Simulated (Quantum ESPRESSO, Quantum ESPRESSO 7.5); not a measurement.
# Lattice constant of silicon with LDA and PBEsol: accuracy against a 1 % target

## The question

The reference is the cubic lattice parameter of a float-zone, dislocation-free crystal enriched in ²⁸Si, measured by X-ray interferometry at 293.15 K: a = 5.431 Å ("An accurate determination of the Avogadro constant by counting the atoms in a 28Si crystal", 2010, arXiv:1010.2317). The value was corrected for the different point-defect content of the interferometer and the sphere it stands for. The isotope shift is negligible for our purpose. Values for natural silicon, from powder standards and from earlier low-temperature work, lie within about 0.001 Å of the reference. The powder refinements carry a wavelength uncertainty of about 2 parts in 10⁴, larger than their fit errors, but this too is far below the accuracy we ask of a simulation.

| compared with | measured | source's wording or label | T (K) | method |
| --- | --- | --- | --- | --- |
| a (Å) | 5.431 | 543.0996234 pm | 293.15 | X-ray interferometry * |
| a (Å) | 5.42982 | cubic lattice constant, previously observed value | 5 | literature lattice parameter and thermal expansion data |
| a (Å) | 5.43132 | 5.431324 ± 1e-06 A | room temperature | X-ray total scattering, PDF refinement |
| a (Å) | 5.43123 ± 0.00008 | 5.43123 ± 8e-05 A | – | certified X-ray diffraction standard |
| a (Å) | 5.43001 | 5.430014 ± 3e-06 A | 100 | synchrotron powder X-ray diffraction, Rietveld |
| a (Å) | 5.43006 | 5.430057 ± 1e-06 A | 100 | X-ray total scattering, PDF refinement |

Where a quantity has several values, deviations refer to the one marked *.

Conditions are those given with the value in the passage it was taken from; "not stated" means there, and the paper may say more elsewhere. The values are a selection: others may have been left out beforehand as unlike or outlying.

## How to go about it

We look for the cheapest level of theory that gives the lattice constant of silicon within 1 % of the reference, or about 0.05 Å. An error of that size means about 3 % in volume, which we accept for a starting geometry or a first structural model; work on strain or on pressure-dependent properties would need a closer match.

The model is the two-atom primitive cell of the diamond structure, non-magnetic and fully ordered, with cell and atoms relaxed. The calculation describes a static lattice, whereas the crystal has zero-point motion and is measured near room temperature. Together these enlarge the measured lattice by roughly 0.2 %, most of it zero-point expansion, so a perfect static calculation should come out slightly below the reference. The target is wide enough to compare the raw values directly.

We begin with the local density approximation and go to gradient-corrected functionals as the results require. Since the starting cell from diffraction already agrees with the reference, what counts is how far each relaxation moves away from it.

System: Si (silicon), diamond cubic; Fd-3m (No. 227), 2 atoms in the primitive cell; the database structure is a diffraction structure: a = 5.431 Å; structure from the Crystallography Open Database.

## 1. The local density approximation

LDA is the simplest functional for this task, and ultrasoft potentials keep the plane-wave cutoff moderate. LDA usually binds solids too strongly, so we expect a lattice constant too short by roughly half a per cent, which would still lie inside the target.

**Run 1.** Quantum ESPRESSO 7.5: LDA, GBRV ultrasoft potentials, cell and atoms relaxed from the database structure, cutoff 45 Ry (density 360 Ry), 8x8x8 k mesh, Gaussian smearing 0.02 eV.

Key lines of the input:
```
! potential files: GBRV ultrasoft potentials, made for LDA
&control
  calculation = 'vc-relax'
  forc_conv_thr = 2.0d-4
  etot_conv_thr = 1.0d-5
  nstep = 60
/
&system
  nat = 2
  ntyp = 1
  ecutwfc = 45
  ecutrho = 360
  nbnd = 10
  occupations = 'smearing'
  smearing = 'gaussian'
  degauss = 0.00147
/
&electrons
  conv_thr = 1.0d-8
  electron_maxstep = 100
  mixing_beta = 0.4
/
&ions
/
&cell
  press_conv_thr = 0.5
/
ATOMIC_SPECIES
  Si 28.085 Si.upf
[... cell and positions ...]
K_POINTS automatic
  8 8 8 0 0 0
```

Command:
```
OMP_NUM_THREADS=1 mpirun -n 4 pw.x -nk 4 -in relax.in > relax.out
```

Selected lines of the output:
```
     new unit-cell volume =    265.73047 a.u.^3 (    39.37719 Ang^3 )
     bfgs converged in   4 scf cycles and   3 bfgs steps
          total   stress  (Ry/bohr**3)                   (kbar)     P=        0.00
```

Converged; 7.7 s on 4 cores of Arm Neoverse V2, shared host.

| quantity | run 1 | measured | deviation |
| --- | --- | --- | --- |
| a (Å) | 5.4005 | 5.431 | −0.0305 (−0.6 %) |
| final pressure (GPa) | 0.000 |  |  |
| conventional cell volume (Å³) | 157.51 |  |  |

LDA gives 5.4005 Å, 0.6 % below the reference and inside the target. The relaxation took three steps from the diffraction cell and ended at zero pressure. The contraction has the sign and about the size we expected of this functional. The pass uses up more than half of the permitted deviation, and it rests on a single set of potentials and a single k mesh.

## 2. PBEsol at the same settings

We next replace LDA by PBEsol, a gradient-corrected functional designed for the equilibrium geometry of solids, and keep the potential family, cutoffs and mesh. The potential files change with the functional, as they should. The gradient terms add little work per step, so a gain in accuracy would come at small cost. We expect a longer lattice constant than with LDA, within a few tenths of a per cent of the reference.

**Run 2.** Quantum ESPRESSO 7.5: PBEsol, GBRV ultrasoft potentials, cell and atoms relaxed from the database structure, cutoff 45 Ry (density 360 Ry), 8x8x8 k mesh, Gaussian smearing 0.02 eV.

Key lines of the input, as changed from run 1:
```diff
- ! potential files: GBRV ultrasoft potentials, made for LDA
+ ! potential files: GBRV ultrasoft potentials, made for PBEsol
```

Selected lines of the output:
```
     new unit-cell volume =    270.34815 a.u.^3 (    40.06146 Ang^3 )
     bfgs converged in   2 scf cycles and   1 bfgs steps
          total   stress  (Ry/bohr**3)                   (kbar)     P=        0.38
```

Converged; 6 s on 4 cores of Arm Neoverse V1, shared host.

| quantity | run 2 | measured | deviation |
| --- | --- | --- | --- |
| a (Å) | 5.4316 | 5.431 | +0.0006 (+0.0 %) |
| final pressure (GPa) | 0.038 |  |  |
| conventional cell volume (Å³) | 160.25 |  |  |

PBEsol gives 5.4316 Å, only 0.0006 Å above the reference, at practically the same cost as LDA. The near coincidence should not be taken at face value. The relaxation stopped after one step with 0.038 GPa left, within its threshold, and with silicon's bulk modulus of roughly 100 GPa such a pressure corresponds to a change in length of about 0.01 %, as large as the deviation itself. A static lattice should also lie about 0.2 % below the measured one, so PBEsol probably makes the lattice slightly too long, and the missing lattice motion hides this.

## 3. Mesh test with norm-conserving potentials

Both functionals meet the target, and since they cost about the same we carry PBEsol forward for its wider margin. Its result needs a test of the k mesh and of the potentials. Three relaxations with norm-conserving PseudoDojo potentials, on 6×6×6, 8×8×8 and 12×12×12 meshes, serve both purposes: the series shows the effect of the mesh, and its middle member can be set against the ultrasoft result on the same mesh. We expect changes of no more than about 0.1 %, as silicon has a gap and its occupations are simple.

**Run 3.** Quantum ESPRESSO 7.5: PBEsol, PseudoDojo norm-conserving potentials, cell and atoms relaxed from the database structure, cutoff 36 Ry, 6x6x6 k mesh, Gaussian smearing 0.02 eV.

Key lines of the input, as changed from run 1:
```diff
- ! potential files: GBRV ultrasoft potentials, made for LDA
+ ! potential files: PseudoDojo norm-conserving potentials, made for PBEsol
  &system
-   ecutwfc = 45
-   ecutrho = 360
+   ecutwfc = 36
  K_POINTS automatic
-   8 8 8 0 0 0
+   6 6 6 0 0 0
```

Command:
```
OMP_NUM_THREADS=1 mpirun -n 8 pw.x -nk 8 -in relax.in > relax.out
```

Selected lines of the output:
```
     bfgs converged in   2 scf cycles and   1 bfgs steps
          total   stress  (Ry/bohr**3)                   (kbar)     P=        0.36
```

Converged; 1.6 s on 8 cores of Arm Neoverse V2, shared host.

**Run 4.** Quantum ESPRESSO 7.5: PBEsol, PseudoDojo norm-conserving potentials, cell and atoms relaxed from the database structure, cutoff 36 Ry, 8x8x8 k mesh, Gaussian smearing 0.02 eV.

Key lines of the input, as changed from run 3:
```diff
  K_POINTS automatic
-   6 6 6 0 0 0
+   8 8 8 0 0 0
```

Selected lines of the output:
```
          total   stress  (Ry/bohr**3)                   (kbar)     P=        0.01
     bfgs converged in   1 scf cycles and   0 bfgs steps
          total   stress  (Ry/bohr**3)                   (kbar)     P=        0.02
```

Converged; 1.9 s of wall time.

**Run 5.** Quantum ESPRESSO 7.5: PBEsol, PseudoDojo norm-conserving potentials, cell and atoms relaxed from the database structure, cutoff 36 Ry, 12x12x12 k mesh, Gaussian smearing 0.02 eV.

Key lines of the input, as changed from run 3:
```diff
  K_POINTS automatic
-   6 6 6 0 0 0
+   12 12 12 0 0 0
```

Selected lines of the output:
```
          total   stress  (Ry/bohr**3)                   (kbar)     P=       -0.06
     bfgs converged in   1 scf cycles and   0 bfgs steps
          total   stress  (Ry/bohr**3)                   (kbar)     P=       -0.05
```

Converged; 5.1 s on 4 cores of Arm Neoverse V2, shared host.

| quantity | run 3 | run 4 | run 5 | measured |
| --- | --- | --- | --- | --- |
| a (Å) | 5.4316 | 5.4310 | 5.4310 | 5.431 |
| final pressure (GPa) | 0.036 | 0.002 | −0.005 |  |
| conventional cell volume (Å³) | 160.24 | 160.19 | 160.19 |  |

The three meshes agree far more closely than the target requires. On the 8×8×8 and 12×12×12 meshes the pressure at the diffraction cell was already below the stopping threshold, so the cell never moved, and the 5.4310 Å in the table is the starting value handed back. The evidence lies in the pressures at this common cell, 0.002 and −0.005 GPa, which place the PBEsol minimum very close to it on both meshes. The 6×6×6 run took one step to 5.4316 Å and stopped with 0.036 GPa left. A positive pressure means that the cell would still expand, so the minimum on this mesh lies slightly beyond 5.4316 Å. The coarse mesh thus lengthens the lattice by about 0.02 %, a real effect but a negligible one here.

The ultrasoft result on the 8×8×8 mesh differs from the norm-conserving one by equally little. For PBEsol, neither the mesh nor the choice between these two potential families matters at the 1 % level.

## 4. A higher plane-wave cutoff

The norm-conserving runs used a cutoff of 36 Ry, which is low for such potentials, and a small final pressure can't tell whether the basis is complete. We therefore repeat the 8×8×8 relaxation at 49 Ry with everything else unchanged. An incomplete basis shifts the stress and with it the equilibrium cell; we expect a shift well below the target, though perhaps large enough to make the cell move this time.

**Run 6.** Quantum ESPRESSO 7.5: PBEsol, PseudoDojo norm-conserving potentials, cell and atoms relaxed from the database structure, cutoff 49 Ry, 8x8x8 k mesh, Gaussian smearing 0.02 eV.

Key lines of the input, as changed from run 4:
```diff
  &system
-   ecutwfc = 36
+   ecutwfc = 49
```

Selected lines of the output:
```
          total   stress  (Ry/bohr**3)                   (kbar)     P=        0.16
     bfgs converged in   1 scf cycles and   0 bfgs steps
          total   stress  (Ry/bohr**3)                   (kbar)     P=        0.19
```

Converged; 5.3 s on 4 cores of Arm Neoverse V1, shared host.

| quantity | run 6 | measured | deviation |
| --- | --- | --- | --- |
| a (Å) | 5.4310 | 5.431 | 0.0000 (−0.0 %) |
| final pressure (GPa) | 0.019 |  |  |
| conventional cell volume (Å³) | 160.19 |  |  |

At 49 Ry the cell again stayed where it started, so the unchanged lattice constant is no evidence by itself. The pressures at this common cell can be compared directly: on a fresh basis they are 0.002 GPa at 36 Ry and 0.019 GPa at 49 Ry. With the bulk modulus used above, the difference corresponds to less than 0.01 % in length. For PBEsol with these norm-conserving potentials, 36 Ry is therefore sufficient for the 1 % target, and the higher cutoff brings no gain that matters here.

## The runs side by side

| run | settings | a (Å) | deviation | cost |
| --- | --- | --- | --- | --- |
| 1 | LDA, GBRV ultrasoft potentials, cutoff 45 Ry (density 360 Ry), 8x8x8 k mesh | 5.4005 | −0.0305 (−0.6 %) | under 1 core-min |
| 2 | PBEsol, GBRV ultrasoft potentials, cutoff 45 Ry (density 360 Ry), 8x8x8 k mesh | 5.4316 | +0.0006 (+0.0 %) | under 1 core-min |
| 3 | PBEsol, PseudoDojo norm-conserving potentials, cutoff 36 Ry, 6x6x6 k mesh | 5.4316 | +0.0006 (+0.0 %) | under 1 core-min |
| 4 | PBEsol, PseudoDojo norm-conserving potentials, cutoff 36 Ry, 8x8x8 k mesh | 5.4310 | 0.0000 (−0.0 %) | under 1 core-min |
| 5 | PBEsol, PseudoDojo norm-conserving potentials, cutoff 36 Ry, 12x12x12 k mesh | 5.4310 | 0.0000 (−0.0 %) | under 1 core-min |
| 6 | PBEsol, PseudoDojo norm-conserving potentials, cutoff 49 Ry, 8x8x8 k mesh | 5.4310 | 0.0000 (−0.0 %) | under 1 core-min |
|  | measured | 5.431 |  |  |

Further runs on the same system, made beside this series (convergence steps with loose settings among them):

| further | settings | a (Å) | deviation | cost |
| --- | --- | --- | --- | --- |
| F1 | vdW-DF-cx, PseudoDojo norm-conserving potentials, cutoff 36 Ry, 8x8x8 k mesh, PBE files | 5.4526 | +0.0216 (+0.4 %) | 84 core-s |
| F2 | rVV10, PseudoDojo norm-conserving potentials, cutoff 36 Ry, 8x8x8 k mesh, PBE files | 5.4911 | +0.0601 (+1.1 %) | under 1 core-min |
| F3 | PBE+D3(BJ), PseudoDojo norm-conserving potentials, cutoff 36 Ry, 8x8x8 k mesh | 5.4235 | −0.0075 (−0.1 %) | under 1 core-min |
| F4 | PBEsol+D3(BJ), PseudoDojo norm-conserving potentials, cutoff 36 Ry, 8x8x8 k mesh | 5.3966 | −0.0344 (−0.6 %) | under 1 core-min |
| F5 | BLYP, PseudoDojo norm-conserving potentials, cutoff 36 Ry, 8x8x8 k mesh, PBE files | 5.5474 | +0.1164 (+2.1 %) | under 1 core-min |
| F6 | PBE, PseudoDojo norm-conserving potentials, cutoff 36 Ry, 8x8x8 k mesh | 5.4686 | +0.0376 (+0.7 %) | under 1 core-min |
| F7 | PBEsol, PseudoDojo norm-conserving potentials, cutoff 23 Ry, 8x8x8 k mesh | 5.4303 | −0.0007 (−0.0 %) | under 1 core-min |
| F8 | PBE, SSSP efficiency potentials, cutoff 65 Ry (density 520 Ry), 8x8x8 k mesh | 5.4695 | +0.0385 (+0.7 %) | 88 core-s |
|  | measured | 5.431 |  |  |

## What the runs support

PBEsol meets the 1 % target with a wide margin. With norm-conserving potentials at 36 Ry it reproduces the reference of 5.431 Å to about 0.001 Å, the resolution of our relaxations, for less than one core-minute. LDA also passes, at −0.6 %, but costs practically the same, so we recommend PBEsol.

The step from LDA to PBEsol mattered most. The test with other potentials supported the result, while the 12×12×12 mesh and the 49 Ry cutoff brought no gain at this target. Even 23 Ry gives 5.4303 Å (F7). Several relaxations never left the diffraction cell; their evidence is the small pressure there, not the lattice constant they returned.

The near-exact agreement is partly a cancellation. Zero-point and thermal expansion, roughly 0.2 % together, are missing from the static calculation. Including them would leave PBEsol about 0.2 % too long and reduce LDA's shortfall to about 0.4 %. Both would still pass.

The further runs show how much the functional matters. PBE is 0.7 % too long with two sets of potentials (F6, F8), and lattice expansion would widen that error. The D3 correction shortens the lattice: it brings PBE to −0.1 % (F3) but takes PBEsol to −0.6 % (F4), so it is no general improvement. BLYP misses clearly at +2.1 % (F5) and rVV10 narrowly at +1.1 % (F2). Both used potentials made for PBE, and the share of this mismatch in their errors is not shown in this report, though BLYP is known to make the lattices of solids too long. The lattice expansion used above is an estimate from general knowledge.

[Logs are printed without paths, hosts, clocks, repeated set-up lines and the standing remarks that a program may print on its own settings, such as how far it seeks lower states.]

[The runs shown are a pick from a larger set of finished runs; failed, doubtful and other runs were left out of it ahead of writing. So were measured values far from every level or from commonly accepted values, and agreement can look better than it is. Lines of input and output are excerpts and may be shortened.]
